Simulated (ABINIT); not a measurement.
Wanted: the native input for an ABINIT 10.8.3 (patched build) run.

```
Task                : band structure
Functional          : PBEsol
Potentials or basis : JTH PAW PBE v2.0
Cutoff              : 408 eV
k mesh              : 9 × 9 × 2
Occupations         : fermi-dirac, width 0.05 eV
Spin                : no spin polarisation
Fine-grid cutoff    : 816.342 eV
```

The system is Te2Mo.

```
CELL_PARAMETERS angstrom
3.51820 0.00000 0.00000
-1.75910 3.04685 0.00000
0.00000 0.00000 13.97360
ATOMIC_POSITIONS crystal
Te 0.66667 0.33333 0.37900
Te 0.33333 0.66667 0.87900
Te 0.66667 0.33333 0.12100
Te 0.33333 0.66667 0.62100
Mo 0.66667 0.33333 0.75000
Mo 0.33333 0.66667 0.25000
```

These files were run (other wordings do the same):

run.abi

```
ndtset 2

pp_dirpath "./"
pseudos "Te.GGA_PBE-JTH.xml, Mo.GGA_PBE-JTH.xml"

acell 3*1.0 Angstrom
rprim
     3.5182000000     0.0000000000     0.0000000000
    -1.7591000000     3.0468505756     0.0000000000
     0.0000000000     0.0000000000    13.9736000000
ntypat 2
znucl 52 42
natom 6
typat 1 1 1 1 2 2
xred
     0.6666666667     0.3333333333     0.3790000000
     0.3333333333     0.6666666667     0.8790000000
     0.6666666667     0.3333333333     0.1210000000
     0.3333333333     0.6666666667     0.6210000000
     0.6666666667     0.3333333333     0.7500000000
     0.3333333333     0.6666666667     0.2500000000

ecut 408.170794 eV
pawecutdg 30.0
pawxcdev 0

ixc -116133

occopt 3
tsmear 0.05 eV

nstep 100

iomode 3
prtwf 0
prteig 0
prtebands 0
prtden1 1

kptopt1 1
ngkpt1 9 9 2
nshiftk1 1
shiftk1 0.0 0.0 0.0
nband1 32
tolvrs1 1.0e-9

iscf2 -2
getden2 1
nband2 38
nbdbuf2 4
tolwfr2 1.0e-11
kptopt2 -7
ndivsm2 8
prteig2 1
prtvol2 -3
kptbounds2
     0.0000000000     0.0000000000     0.0000000000
     0.5000000000     0.0000000000     0.0000000000
     0.3333333333     0.3333333333     0.0000000000
     0.0000000000     0.0000000000     0.0000000000
     0.0000000000     0.0000000000     0.5000000000
     0.5000000000     0.0000000000     0.5000000000
     0.3333333333     0.3333333333     0.5000000000
     0.0000000000     0.0000000000     0.5000000000
```

Potentials or basis: JTH PAW PBE v2.0.

Command:

```console
$ abinit run.abi > log 2>&1
```

Results of the run:

The pressure is -0.1 GPa and the largest force is 0.058 eV/Å. The band gap on the k mesh is 0.72 eV, indirect (least direct gap 1.04 eV). The band gap along the path is 0.64 eV, indirect (least direct gap 1.04 eV). The valence electrons inside the program's atomic spheres are Te 3.17, 3.16; Mo 11.26.

Caveat: the PAW data sets were made with another functional, which shifts forces and pressure a little; spin-orbit coupling is left out, which moves the levels of the heavy elements; this functional lacks dispersion, which binds the layers, so the pressure and a relaxed spacing across them are unreliable.

Run time: 10 min on 1 thread of Arm Neoverse V1 (shared host), peak memory 0.5 GiB.
